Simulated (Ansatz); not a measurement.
**AlN: rattling a relaxed structure**

The structure comes from a generated guess, relaxed at this level; another structure or a mixture of phases may lie lower.

All numbers below come from Ansatz, DFT PBE, scalar-relativistic, plane waves, PAW. Cutoff 420 eV; k points 4×4×8 on the computed 8-atom cell (Γ-centred); Gaussian smearing, width 0.02 eV; no spin polarisation.

The cell below (8 atoms, space group P4_2/mnm (No. 136)) is relaxed within its symmetry.

```yaml
crystal:
  lattice:
    - [5.32911, 0.00000, 0.00000]
    - [0.00000, 5.32911, 0.00000]
    - [0.00000, 0.00000, 3.12184]
  atoms:
    - { symbol: Al, position: [0.67699, 0.67699, 0.00000] }
    - { symbol: Al, position: [0.17699, 0.82301, 0.50000] }
    - { symbol: Al, position: [0.82301, 0.17699, 0.50000] }
    - { symbol: Al, position: [0.32301, 0.32301, 0.00000] }
    - { symbol: N, position: [0.81542, 0.81542, 0.50000] }
    - { symbol: N, position: [0.18458, 0.18458, 0.50000] }
    - { symbol: N, position: [0.68458, 0.31542, 0.00000] }
    - { symbol: N, position: [0.31542, 0.68458, 0.00000] }
```

For the test it was strained at random (σ = 1.5 % a component), the atoms were moved at random (σ = 0.10 Å), and all was relaxed again on a coarse 4×4×4 mesh (in the run’s order of axes) with 0.10 eV smearing, with no symmetry imposed.

Task: What happens?

Result: It returns, within 1 meV/atom of the unmoved cell on that mesh and with the same symmetry when read at 0.1 Å. So it is stable against the distortions that fit this cell and that this random move excites. Modes that don't fit the cell aren't tested.
